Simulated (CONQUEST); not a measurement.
# Al under changes of volume

One of the cells (16.603 Å³/atom); the others are scaled copies at fixed shape and fractional positions:

```
Al
1.0
     2.86351    0.00000    0.00000
     0.00000    2.86351    0.00000
     0.00000    0.00000    4.04961
Al
2
Direct
  0.00000 0.00000 0.00000
  0.50000 0.50000 0.50000
```

| Property | Result |
| --- | --- |
| Program | CONQUEST 1.3 |
| Functional | PBE |
| Potentials or basis | PseudoDojo NC PBE, SZ, grid of 32 × 32 × 40 points |
| k mesh | 9 × 9 × 7 |
| Occupations | fermi-dirac, width 0.05 eV |
| Spin | no spin polarisation |

```tsv
volume (Å³/atom)	energy over the lowest point (meV/atom)	pressure (GPa)
15.607	187.45	22.0
15.939	?	?
16.271	106.81	17.0
16.603	73.65	14.7
16.935	44.84	12.8
17.267	20.37	10.7
17.599	0.00	8.9
```

Problem. What does the run at 15.939 Å³/atom give?

Solution. Energy over the lowest point 144.64 meV/atom; pressure 19.4 GPa.

Worked out: A Birch-Murnaghan fit of order 3 (a polynomial in V^(-2/3)) to the other rows has no minimum within the range. It gives 144.72 meV/atom at 15.939 Å³/atom, against the run's 144.64, and -dE/dV = 19.4 GPa, against 19.4.

Energies are extrapolated to zero smearing.

Caveats: the atomic basis is small; the basis of atomic orbitals isn't converged, which shifts pressures, moduli and gaps; the real-space grid breaks the cell's symmetry a little (some runs).
